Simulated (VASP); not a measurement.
# Cu in VASP: relaxation of the atoms with PBE

Aim: the relaxation of the atoms of Cu with PBE.

Everything below comes from runs of VASP 6.6.1. Logs are shortened: lines on timing, memory, paths and dates and some standing lists are left out, and cuts for length are marked.

### Step 1. The structure

The cell holds a slab with vacuum, 9 atoms: a = 2.570 Å, b = 2.570 Å, c = 29.540 Å, α = 90.00°, β = 90.00°, γ = 90.00°.

The cell was built by a generator and needn't be a form met in nature.

### Step 2. Relaxation of the atoms, PBE

Contents of INCAR:

```
SYSTEM = Cu
PREC     = Accurate       ! precision mode
ENCUT    = 520            ! plane-wave cutoff, eV
EDIFF    = 1E-6           ! SCF threshold, eV
ISMEAR   = 1              ! smearing method
SIGMA    = 0.2            ! smearing width, eV
LREAL    = .False.        ! projectors in reciprocal space
LASPH    = .True.         ! aspherical terms in the spheres
NELM     = 100            ! most SCF steps
ALGO     = Normal         ! electronic algorithm
ISIF     = 2              ! what is computed and relaxed
LWAVE    = .False.        ! write WAVECAR
LCHARG   = .False.        ! write CHGCAR
GGA      = PE             ! functional
IBRION   = 2              ! ionic algorithm
NSW      = 40             ! ionic steps
EDIFFG   = -0.005         ! ionic threshold
KPAR     = 8
```

Contents of KPOINTS:

```
Automatic mesh
0
Gamma
  18 18 1
  0 0 0
```

Contents of POSCAR:

```
Cu
1.0
    2.5703331496      0.0000000000      0.0000000000
    0.0000000000      2.5703331496      0.0000000000
    0.0000000000      0.0000000000     29.5400000000
Cu
9
Direct
    0.0000000000      0.0000000000      0.2538930264
    0.5000000000      0.5000000000      0.3154197698
    0.0000000000      0.0000000000      0.3769465132
    0.5000000000      0.5000000000      0.4384732566
    0.0000000000      0.0000000000      0.5000000000
    0.5000000000      0.5000000000      0.5615267434
    0.0000000000      0.0000000000      0.6230534868
    0.5000000000      0.5000000000      0.6845802302
    0.0000000000      0.0000000000      0.7461069736
```

Potentials or basis: VASP PAW PBE potentials, release 64 (Cu).

Command:

```bash
> cat potpaw_PBE.64/Cu/POTCAR > POTCAR
> mpirun -np 8 vasp_std > vasp.out
```

OUTCAR:

```text
SYSTEM = Cu
   PREC = Accurate
   ENCUT = 520
   EDIFF = 1E-6
   ISMEAR = 1
   LREAL = .False.
   LASPH = .True.
   NELM = 100
   ISIF = 2
   GGA = PE
   IBRION = 2
   NSW = 40
   EDIFFG = -0.005

 ion  position               nearest neighbor table
   1  0.000  0.000  0.254-   2 2.57   2 2.57   2 2.57   2 2.57
   2  0.500  0.500  0.315-   3 2.57   3 2.57   3 2.57   3 2.57   1 2.57   1 2.57   1 2.57   1 2.57

   3  0.000  0.000  0.377-   2 2.57   2 2.57   2 2.57   2 2.57   4 2.57   4 2.57   4 2.57   4 2.57

   4  0.500  0.500  0.438-   3 2.57   5 2.57   3 2.57   5 2.57   3 2.57   5 2.57   3 2.57   5 2.57
[... 5 lines left out ...]
   7  0.000  0.000  0.623-   8 2.57   8 2.57   8 2.57   8 2.57   6 2.57   6 2.57   6 2.57   6 2.57

   8  0.500  0.500  0.685-   7 2.57   7 2.57   7 2.57   7 2.57   9 2.57   9 2.57   9 2.57   9 2.57

   9  0.000  0.000  0.746-   8 2.57   8 2.57   8 2.57   8 2.57

  LATTYP: Found a simple tetragonal cell.
 ALAT       =     2.5703331496
 C/A-ratio  =    11.4926736266

  Lattice vectors:

 A1 = (   2.5703331496,   0.0000000000,   0.0000000000)
 A2 = (   0.0000000000,   2.5703331496,   0.0000000000)
 A3 = (   0.0000000000,   0.0000000000,  29.5400000000)

Analysis of symmetry for initial positions (statically):
=====================================================================
 Subroutine PRICEL returns:
 Original cell was already a primitive cell.

 Routine SETGRP: Setting up the symmetry group for a
 simple tetragonal supercell.

 Subroutine GETGRP returns: Found 16 space group operations
 (whereof 16 operations were pure point group operations)
 out of a pool of 16 trial point group operations.

The static configuration has the point symmetry D_4h.

Analysis of symmetry for dynamics (positions and initial velocities):
=====================================================================
 Subroutine PRICEL returns:
 Original cell was already a primitive cell.

 Routine SETGRP: Setting up the symmetry group for a
 simple tetragonal supercell.

 Subroutine GETGRP returns: Found 16 space group operations
 (whereof 16 operations were pure point group operations)
 out of a pool of 16 trial point group operations.

The dynamic configuration has the point symmetry D_4h.

 Subroutine INISYM returns: Found 16 space group operations
 (whereof 16 operations are pure point group operations),
 and found     1 'primitive' translations

----------------------------------------------------------------------------------------

                                     Primitive cell

  volume of cell :     195.1593

  direct lattice vectors                    reciprocal lattice vectors
     2.570333150  0.000000000  0.000000000     0.389054625  0.000000000  0.000000000
     0.000000000  2.570333150  0.000000000     0.000000000  0.389054625  0.000000000
     0.000000000  0.000000000 29.540000000     0.000000000  0.000000000  0.033852404

  length of vectors
     2.570333150  2.570333150 29.540000000     0.389054625  0.389054625  0.033852404

  position of ions in fractional coordinates (direct lattice)
     0.000000000  0.000000000  0.253893026
     0.500000000  0.500000000  0.315419770
     0.000000000  0.000000000  0.376946513
     0.500000000  0.500000000  0.438473257
     0.000000000  0.000000000  0.500000000
     0.500000000  0.500000000  0.561526743
     0.000000000  0.000000000  0.623053487
     0.500000000  0.500000000  0.684580230
     0.000000000  0.000000000  0.746106974

  ion indices of the primitive-cell ions
   primitive index   ion index
                 1           1
                 2           2
                 3           3
                 4           4
                 5           5
                 6           6
                 7           7
                 8           8
                 9           9

----------------------------------------------------------------------------------------

 KPOINTS: Automatic mesh

Automatic generation of k-mesh.
 Grid dimensions read from file:
 generate k-points for:   18   18    1

 Generating k-lattice:

  Cartesian coordinates                     Fractional coordinates (reciprocal lattice)
     0.021614146  0.000000000  0.000000000     0.055555556  0.000000000  0.000000000
     0.000000000  0.021614146  0.000000000     0.000000000  0.055555556  0.000000000
     0.000000000  0.000000000  0.033852404     0.000000000  0.000000000  1.000000000

  Length of vectors
     0.021614146  0.021614146  0.033852404

  Shift w.r.t. Gamma in fractional coordinates (k-lattice)
     0.000000000  0.000000000  0.000000000

 Subroutine IBZKPT returns following result:
 ===========================================

 Found     55 irreducible k-points:

 Following reciprocal coordinates:
            Coordinates               Weight
  0.000000  0.000000  0.000000      1.000000
  0.055556  0.000000  0.000000      4.000000
  0.111111  0.000000  0.000000      4.000000
  0.166667  0.000000  0.000000      4.000000
  0.222222  0.000000  0.000000      4.000000
  0.277778  0.000000  0.000000      4.000000
[... 16 lines left out ...]
  0.277778  0.111111  0.000000      8.000000
  0.333333  0.111111  0.000000      8.000000
 [... further k-points ...]
   k-points           NKPTS =     55   k-points in BZ     NKDIM =     55   number of bands    NBANDS=     59
   number of dos      NEDOS =    301   number of ions     NIONS =      9
   total plane-waves  NPLWV =  89600
   dimension x,y,z NGX =    20 NGY =   20 NGZ =  224
   dimension x,y,z NGXF=    40 NGYF=   40 NGZF=  448
   ions per type =               9
   NGX,Y,Z   is equivalent  to a cutoff of  12.94, 12.94, 12.61 a.u.
   NGXF,Y,Z  is equivalent  to a cutoff of  25.87, 25.87, 25.21 a.u.
 SYSTEM =  Cu
   PREC   = accura    normal or accurate (medium, high low for compatibility)
   ISTART =      0    job   : 0-new  1-cont  2-samecut
   ICHARG =      2    charge: 1-file 2-atom 10-const
   ISPIN  =      1    spin polarized calculation?
   LNONCOLLINEAR =      F non collinear calculations
   LSORBIT =      F    spin-orbit coupling
   LASPH  =      T    aspherical Exc in radial PAW
   ENCUT  =  520.0 eV  38.22 Ry    6.18 a.u.   4.78  4.78 54.92*2*pi/ulx,y,z
   NELM   =    100;   NELMIN=  2; NELMDL= -5     # of ELM steps
   EDIFF  = 0.1E-05   stopping-criterion for ELM
   LREAL  =      F    real-space projection
   EDIFFG = -.5E-02   stopping-criterion for IOM
   NSW    =     40    number of steps for IOM
   IBRION =      2    ionic relax: 0-MD 1-quasi-New 2-CG
   NFREE  =      1    steps in history (QN), initial steepest desc. (CG)
   ISIF   =      2    stress and relaxation
   ISYM   =      2    0-nonsym 1-usesym 2-fastsym
   POTIM  = 0.5000    time-step for ionic-motion
   TEBEG  =    0.0;   TEEND  =   0.0 temperature during run
   PSTRESS=    0.0 pullay stress
   NELECT =      99.0000    total number of electrons
   NUPDOWN=      -1.0000    fix difference up-down
   EMIN   =  10.00;   EMAX   =-10.00  energy-range for DOS
   EFERMI =   0.00;   METHOD = LEGACY
   ISMEAR =     1;   SIGMA  =   0.20  broadening in eV -4-tet -1-fermi 0-gaus
   EFERMI_NEDOS =   21; number of points for ismear=-14 and -15
   IALGO  =     38    algorithm
   IMIX   =      4    mixing-type and parameters
     AMIX     =   0.40;   BMIX     =  1.00
     AMIX_MAG =   1.60;   BMIX_MAG =  1.00
  volume/ion in A,a.u.               =      21.68       146.33
  Fermi-wavevector in a.u.,A,eV,Ry     =   1.305640  2.467302 23.193795  1.704696
  Thomas-Fermi vector in A             =   2.436496
   LORBIT       =      0    0 simple, 1 ext, 2 COOP (PROOUT), +10 PAW based schemes
   GGA     = PE    functional components
   LHFCALC =     F    Hartree Fock is set to
   AEXX    =    0.0000 exact exchange contribution
   IVDW    =     0    specifies the selected vdW correction
   LEPSILON=     F    determine dielectric tensor
   LRPA    =     F    only Hartree local field effects (RPA)
 conjugate gradient relaxation of ions
 non-spin polarized calculation
 Methfessel and Paxton  Order N= 1 SIGMA  =   0.20
  energy-cutoff  :      520.00
  volume of cell :      195.16
 maximum number of plane-waves:      5294
 NGX is ok and might be reduce to    20
   NGX =  9   NGY =  9   NGZ =109

--------------------------------------- Ionic step        1  -------------------------------------------

 number of electron      98.9999841 magnetization

 Free energy of the ion-electron system (eV)
  ---------------------------------------------------
  ext. energy  EPLUGINS =         0.00000000
  ---------------------------------------------------
  free energy    TOTEN  =       -32.34709167 eV

  energy without entropy =      -32.33917237  energy(sigma->0) =      -32.34445191

------------------------ aborting loop because EDIFF is reached ----------------------------------------

  FORCE on cell =-STRESS in cart. coord.  units (eV):
  Direction    XX          YY          ZZ          XY          YZ          ZX
  --------------------------------------------------------------------------------------
  -------------------------------------------------------------------------------------
  Total       -1.6413936     -1.6413936     -0.7218051      0.0000000      0.0000000     -0.0000000
  in kB      -13.4751617    -13.4751617     -5.9257206      0.0000000      0.0000000     -0.0000000
  external PRESSURE =     -10.9586814 kB  Pullay stress =       0.0000000 kB
[... 110 lines left out ...]
  FREE ENERGIE OF THE ION-ELECTRON SYSTEM (eV)
  ---------------------------------------------------
  free  energy   TOTEN  =       -32.3566423885 eV

  energy  without entropy=      -32.3487318169  energy(sigma->0) =      -32.35400553

[... ionic steps 4 to 21 ...]

--------------------------------------- Ionic step       22  -------------------------------------------

 number of electron      98.9999837 magnetization

------------------------ aborting loop because EDIFF is reached ----------------------------------------
[... 81 lines left out ...]
--------------------------------------- Ionic step       24  -------------------------------------------

 number of electron      98.9999839 magnetization

 Free energy of the ion-electron system (eV)
  ---------------------------------------------------
  ext. energy  EPLUGINS =         0.00000000
  ---------------------------------------------------
  free energy    TOTEN  =       -32.35814191 eV

  energy without entropy =      -32.35037570  energy(sigma->0) =      -32.35555317

 E-fermi :   2.1169     XC(G=0):  -7.6150

 val. band max:        2.1167476601   @ k =   0.2778   0.1667   0.0000
 cond. band min:       2.1209593403   @ k =   0.4444   0.1667   0.0000
 fundamental gap:      0.0042116803
 Fermi energy:         2.1168944176

 k-point     1 :       0.0000    0.0000    0.0000
  band No.  band energies     occupation
      1      -6.9867      2.00000
      2      -6.6063      2.00000
      3      -5.9830      2.00000
      4      -5.1290      2.00000
      5      -4.1373      2.00000
      6      -3.2431      2.00000
[... 1477 lines left out ...]
     58       7.5298      0.00000
     59       7.9569      0.00000

 [... further k-points ...]

------------------------ aborting loop because EDIFF is reached ----------------------------------------

  FORCE on cell =-STRESS in cart. coord.  units (eV):
  Direction    XX          YY          ZZ          XY          YZ          ZX
  --------------------------------------------------------------------------------------
  -------------------------------------------------------------------------------------
  Total       -1.1492442     -1.1492442     -0.0778961      0.0000000     -0.0000000      0.0000000
  in kB       -9.4348189     -9.4348189     -0.6394947      0.0000000     -0.0000000      0.0000000
  external PRESSURE =      -6.5030442 kB  Pullay stress =       0.0000000 kB
[... 24 lines left out ...]
  FREE ENERGIE OF THE ION-ELECTRON SYSTEM (eV)
  ---------------------------------------------------
  free  energy   TOTEN  =       -32.3581419057 eV

  energy  without entropy=      -32.3503756952  energy(sigma->0) =      -32.35555317

 reached required accuracy - stopping structural energy minimisation
```

It took 28 min on 8 MPI ranks of Intel Xeon Platinum 8488C (Sapphire Rapids), shared host; peak memory 0.62 GiB.

What came out:

```
Free energy               : -32.3581 eV
Energy gained by relaxing : 1.2 meV/atom
Ionic steps               : 24
Band gap on the k mesh    : none (metal or under the smearing width)
```

The path:
```
step  energy change (eV)  largest force (eV/Å)  pressure (GPa)
   1              0.0000                0.2098           -1.10
   2             -0.0063                0.1310           -1.07
   3             -0.0096                0.0620           -0.98
   4             -0.0096                0.0655           -0.86
   5             -0.0102                0.0332           -0.88
   6             -0.0105                0.0238           -0.84
   7             -0.0104                0.0462           -0.84
   8             -0.0105                0.0322           -0.84
   9             -0.0107                0.0133           -0.82
  10             -0.0108                0.0083           -0.80
  11             -0.0108                0.0148           -0.78
  12             -0.0108                0.0076           -0.75
  13             -0.0108                0.0064           -0.77
  14             -0.0109                0.0078           -0.74
  15             -0.0110                0.0151           -0.69
  16             -0.0110                0.0118           -0.69
  17             -0.0110                0.0063           -0.69
  18             -0.0110                0.0142           -0.66
  19             -0.0110                0.0086           -0.69
  20             -0.0110                0.0083           -0.65
  21             -0.0110                0.0091           -0.67
  22             -0.0110                0.0080           -0.66
  23             -0.0110                0.0093           -0.65
  24             -0.0111                0.0018           -0.65
```

Final structure:
```yaml
crystal:
  lattice:
    - [2.57033, 0.00000, 0.00000]
    - [0.00000, 2.57033, 0.00000]
    - [0.00000, 0.00000, 29.54000]
  atoms:
    - { symbol: Cu, position: [0.00000, 0.00000, 0.25547] }
    - { symbol: Cu, position: [0.50000, 0.50000, 0.31514] }
    - { symbol: Cu, position: [0.00000, 0.00000, 0.37692] }
    - { symbol: Cu, position: [0.50000, 0.50000, 0.43847] }
    - { symbol: Cu, position: [0.00000, 0.00000, 0.50000] }
    - { symbol: Cu, position: [0.50000, 0.50000, 0.56153] }
    - { symbol: Cu, position: [0.00000, 0.00000, 0.62308] }
    - { symbol: Cu, position: [0.50000, 0.50000, 0.68486] }
    - { symbol: Cu, position: [0.00000, 0.00000, 0.74453] }
```

Levels at points of the mesh, in eV from the Fermi level:
```
           k point  band 46  band 47  band 48  band 49  band 50  band 51  band 52  band 53  band 54  band 55
(0.00, 0.00, 0.00)    -1.64    -1.53    -1.53    -1.49    -1.49    -1.48    -1.48    -0.46     0.72     1.37
(0.50, 0.00, 0.00)    -0.76    -0.68    -0.49    -0.42    -0.36    -0.30    -0.29    -0.05    -0.05     3.17
(0.50, 0.50, 0.00)     1.78     1.78     2.50     2.50     3.50     3.50     4.71     4.71     6.09     6.09
```
